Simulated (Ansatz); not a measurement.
CaO (from a published structure), relaxed with r2SCAN in the plane-wave code Ansatz. The symmetry is Fm-3m (No. 225, cubic); conventional cell a = 4.795 Å, 13.78 Å³ an atom. Ca is surrounded by 6 O at 2.40 Å; O is surrounded by 6 Ca at 2.40 Å.

The axes x, y and z are those of this cell:
```
CELL_PARAMETERS angstrom
0.00000 2.39755 2.39755
2.39755 0.00000 2.39755
2.39755 2.39755 0.00000
ATOMIC_POSITIONS crystal
Ca 0.00000 0.00000 0.00000
O 0.50000 0.50000 0.50000
```

Unstrained: With PBE the valence top lies at Γ and the conduction bottom at X, 3.653 eV higher; the smallest vertical gap, at X, is 4.025 eV. The r2SCAN gap is indirect, 4.199 eV (Γ to X), below the direct gap of 4.574 eV at X. HSE06 gives an indirect gap of 5.312 eV, from Γ to X; the least direct gap is 5.733 eV at X. Meshes: PBE 10×10×10, r2SCAN 10×10×10, HSE06 6×6×6. Strains are changes of length per length, and xy shears are angles. After each strain the atoms were relaxed again with r2SCAN within the symmetry that the strain leaves, so tilts or polar shifts that break it weren't tested; points keep the names that they have in the unstrained zone. No spin polarisation; the structure comes from an open crystallographic database, the properties from the calculation.

**Question.** One strain changed the r2SCAN stress by xx -10.12, yy -10.12, zz -10.12 GPa (compression positive) and the gap by +0.002 eV (PBE), -0.004 eV (r2SCAN), -0.026 eV (HSE06). Which kind of strain was it, and roughly how large?

**Answer.** Isotropic +3.73 % on every length. The pattern of the stress gives the kind; the size needs the stiffness, so it is an estimate.

**Question.** Apply xy shear, engineering strain (angle) +3.71 %. How far does the gap move, against the unstrained cell?

**Answer.** PBE: the gap goes from 3.653 to 3.580 eV (-0.073 eV); with r2SCAN the top three valence levels at Γ, degenerate before, become 1+1+1 from the top over 127 meV. r2SCAN: the gap goes from 4.199 to 4.124 eV (-0.075 eV). HSE06: the gap goes from 5.312 to 5.237 eV (-0.075 eV). The r2SCAN energy rises by 4.7 meV an atom.

The meshes of the hybrids are coarse, so their gaps aren't converged to the digits shown.

The splittings at Γ are without spin-orbit coupling, which regroups them where it is of like size or larger.
